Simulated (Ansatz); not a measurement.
An Ansatz input:

```yaml
crystal:
  lattice:
    - [0.0, 2.4193645619, 2.4193645619]
    - [2.4193645619, 0.0, 2.4193645619]
    - [2.4193645619, 2.4193645619, 0.0]
  atoms:
    - { symbol: Te, position: [0.0, 0.0, 0.0] }
hamiltonian:
  xc: pbe
  pseudopotentials:
    kind: paw_fr
    azcp:
      Te: "pseudopotentials/Te.paw.azcp"
basis:
  ecutwfc: 420
  fft_grid_basis: typed
kpoints:
  mp_grid: { grid: [11, 11, 11], shift: [0, 0, 0] }
magnetization:
  noncollinear: true
  spin_orbit: true
scf:
  occupations: { method: fermi_dirac, width: 0.1 }
```

Terminal output

```
Engine: ansatz 0.2.0, x86_64-unknown-linux-gnu
Pseudopotentials: kind: paw_fr
Pseudopotential: Te, paw_fr, valence charge 16, recommended cutoff 420 eV (normal) 
Functional definition: PBE
  parameter kappa = 0.804
  parameter beta = 0.06672455060314922
  exchange = pbe_x(kappa = kappa, mu = beta*pi^2/3)
  correlation = pbe_c(beta = beta)
non-collinear run that drives no moment, with spin-orbit: no starting moment large enough to seed its density (crystal.atoms[].spin), no starting occupations that ask for one, no magnetisation constraint and no magnetic field, so the semilocal B_xc is pinned to zero
Crystal: 1 atoms, lattice volume = 28.323 Å³
Basis set: ecut = 420 eV, 537 PW (Γ)
Bands: 24, of which v1, the nominal top of the filled ones, is band 16 counted from 1 (15 counted from 0)
Symmetry: 48 space group operations + 48 with time reversal
Magnetic group: BNS 225.117 (UNI 1619), of the structure as read, at distance tolerance 3.0e-5 Å
k-points: 56 of 1331
Projection manifold: j_resolved (fully-relativistic pseudo-atomic orbitals)
Non-local potential: Te, projectors of the file, l = 0: 2, l = 1: 4, l = 2: 4, l = 3: 4
PAW form: soft (Blöchl's): semilocal exchange-correlation on the pseudo side does not see the compensation charge
PAW one-centre angular grid: Te, 590 points (default); XC on 64 Gauss nodes
Initial density: superposition of atomic densities (chi_scale 0.1, normalization cell)
Initial wavefunctions: pseudopotential atomic-orbital guess
Functional: x = pbe(κ = 0.804, μ = 0.2195149727645171), c = pbe(β = 0.06672455060314922)
SCF iter   1: F=—  HF=-6982.301999 eV  |F-HF|=—  |Δ(HF+E_count)|=         —  Δρ=6.99e-3  dr2=1.68e-2  dr2_m=0.00e0 (ungated)  ethr=3.10e-3  |M|=0.00e0 ∫|m|=0.00e0 μB  |m|>n=0.0e0 m-floor=0.0e0 τ_xc=0.0e0  β_m=0.30  ⟨swp⟩=8.5  Hψ=4141  notcnv=0  defer=52
SCF iter   2: F=—  HF=-6982.301137 eV  |F-HF|=—  |Δ(HF+E_count)|=   8.62e-4  Δρ=6.07e-3  dr2=1.33e-2  dr2_m=0.00e0 (ungated)  ethr=1.05e-4  |M|=0.00e0 ∫|m|=0.00e0 μB  |m|>n=0.0e0 m-floor=0.0e0 τ_xc=0.0e0  β_m=0.34  ⟨swp⟩=1.4  Hψ=927  notcnv=0  defer=94
SCF iter   3: F=—  HF=-6982.298589 eV  |F-HF|=—  |Δ(HF+E_count)|=   2.55e-3  Δρ=1.77e-3  dr2=6.77e-4  dr2_m=0.00e0 (ungated)  ethr=8.32e-5  |M|=0.00e0 ∫|m|=0.00e0 μB  |m|>n=0.0e0 m-floor=0.0e0 τ_xc=0.0e0  β_m=0.46  ⟨swp⟩=2.7  Hψ=1029  notcnv=0  defer=94
SCF iter   4: F=—  HF=-6982.298742 eV  |F-HF|=—  |Δ(HF+E_count)|=   1.54e-4  Δρ=1.17e-3  dr2=5.33e-4  dr2_m=0.00e0 (ungated)  ethr=4.23e-6  |M|=0.00e0 ∫|m|=0.00e0 μB  |m|>n=0.0e0 m-floor=0.0e0 τ_xc=0.0e0  β_m=0.73  ⟨swp⟩=2.9  Hψ=1091  notcnv=0  defer=94
SCF iter   5: F=—  HF=-6982.298405 eV  |F-HF|=—  |Δ(HF+E_count)|=   3.37e-4  Δρ=1.58e-4  dr2=8.15e-6  dr2_m=0.00e0 (ungated)  ethr=3.33e-6  |M|=0.00e0 ∫|m|=0.00e0 μB  |m|>n=0.0e0 m-floor=0.0e0 τ_xc=0.0e0  β_m=0.86  ⟨swp⟩=2.0  Hψ=1050  notcnv=0  defer=94
SCF iter   6: F=—  HF=-6982.298404 eV  |F-HF|=—  |Δ(HF+E_count)|=   1.29e-6  Δρ=1.59e-5  dr2=4.16e-8  dr2_m=0.00e0 (ungated)  ethr=6.25e-10  |M|=0.00e0 ∫|m|=0.00e0 μB  |m|>n=0.0e0 m-floor=0.0e0 τ_xc=0.0e0  β_m=0.93  ⟨swp⟩=1.9  Hψ=2135  notcnv=0
SCF iter   7: F=-6982.298404 eV  HF=-6982.298404 eV  |F-HF|=5.46e-11  |Δ(HF+E_count)|=   6.47e-9  Δρ=8.86e-7  dr2=2.61e-10  dr2_m=0.00e0 (ungated)  ethr=2.60e-10  |M|=0.00e0 ∫|m|=0.00e0 μB  |m|>n=0.0e0 m-floor=0.0e0 τ_xc=0.0e0  ⟨swp⟩=1.0  Hψ=1950  notcnv=0
SCF 1 converged in 7 iterations: F = -6982.298404 eV  dr2 = 2.61e-10
SCF converged after 7 iterations
Magnetization: |M| = 0.0000 μB,  M = (+0.0000, +0.0000, +0.0000) μB
Absolute magnetization: 0.0000 μB (∫|m|)
  site 0: m = (+0.0000, +0.0000, +0.0000) μB, |m| = 0.0000 μB  (R = 1.41 Å)
Free energy (F): -6982.298404 eV
Harris-Foulkes:  -6982.298404 eV  (|F-HF|=5.46e-11)
Internal energy: -6982.268513 eV  (E = F + TS)
E sigma→0 (E₀):  -6982.283459 eV
Entropy (-TS):   -0.029891 eV (-29.891 meV/atom)
Fermi energy:    11.234552 eV
--- Per-component energies (eV) ---
  E_band       = -224.714225
  E_kinetic    = 180.424056
  E_local      = -1022.292842  (includes V_loc(G=0)·N_el)
  E_nonlocal   = -310.179199
  E_hartree    = 705.379433
  E_xc         = -124.333634
  E_vxc        = -104.108261  (∫ρ·V_xc dr)
  E_paw        = -4664.813848  (= ΣΔE_a)
  E_vpaw       = -379.317345  (= ΣTr[D̂ρ^β])
  E_aug_tail   = -0.000156  (compensation charges beyond the density's cutoff)
  E_ewald      = -1746.452323
  E_smearing   = -0.029891  (= −TS)
  E_closure    = -0.000000  (closes the sum)
  Σ components = -6982.298404   (vs F -6982.298404, Δ=0.00e0)
```
